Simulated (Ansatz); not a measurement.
TiO2 (Anatase):

```
Ti O
1.0
    -1.89210    1.89210    4.75730
     1.89210   -1.89210    4.75730
     1.89210    1.89210   -4.75730
Ti O
2 4
Direct
  0.75000 0.25000 0.50000
  0.00000 0.00000 0.00000
  0.79190 0.79190 0.00000
  0.54190 0.04190 0.50000
  0.95810 0.45810 0.50000
  0.20810 0.20810 0.00000
```

- Program: Ansatz 0.2.0
- Task: relaxation of cell and atoms
- Functional: BLYP
- Potentials or basis: Ansatz PAW
- Cutoff: 420 eV (not typed: the program's choice for these potentials)
- k mesh: 10 × 10 × 10
- Occupations: fermi-dirac, width 0.05 eV
- Spin: no spin polarisation

At the start: volume 11.35 Å³/atom.

**Question.** How do energy, volume and symmetry change on relaxing?

**Answer.** It ends after 11 steps and the volume is 11.96 Å³/atom (+5.3 %); space group I4_1/amd (No. 141, to 0.05 Å).

The path:
```csv
step,energy change (eV),largest force (eV/Å),volume (Å³)
1,0.0000,0.1899,68.13
2,-0.0791,0.0599,70.46
3,-0.0834,0.0168,71.43
4,-0.0833,0.0099,71.51
5,-0.0836,0.0039,71.49
6,-0.1075,0.0036,71.49
7,-0.1070,0.0006,71.73
8,-0.1069,0.0000,71.75
9,-0.1084,0.0001,71.75
10,-0.1083,0.0000,71.77
11,-0.1083,0.0001,71.77
```

Final structure:
```
CELL_PARAMETERS angstrom
-1.90968 1.90968 4.91964
1.90968 -1.90968 4.91964
1.90968 1.90968 -4.91964
ATOMIC_POSITIONS crystal
Ti 0.75000 0.25000 0.50000
Ti 0.00000 0.00000 0.00000
O 0.79453 0.79453 0.00000
O 0.54453 0.04453 0.50000
O 0.95547 0.45547 0.50000
O 0.20547 0.20547 0.00000
```

Caveat: the plane-wave basis is chosen anew once the cell has moved, so the energies of steps on either side of that aren't comparable; the pressure holds a Pulay correction of +0.8 GPa for the finite cutoff; the PAW data sets come from PBE, with cores solved anew for the run's functional, which leaves a small shift of forces and pressure.
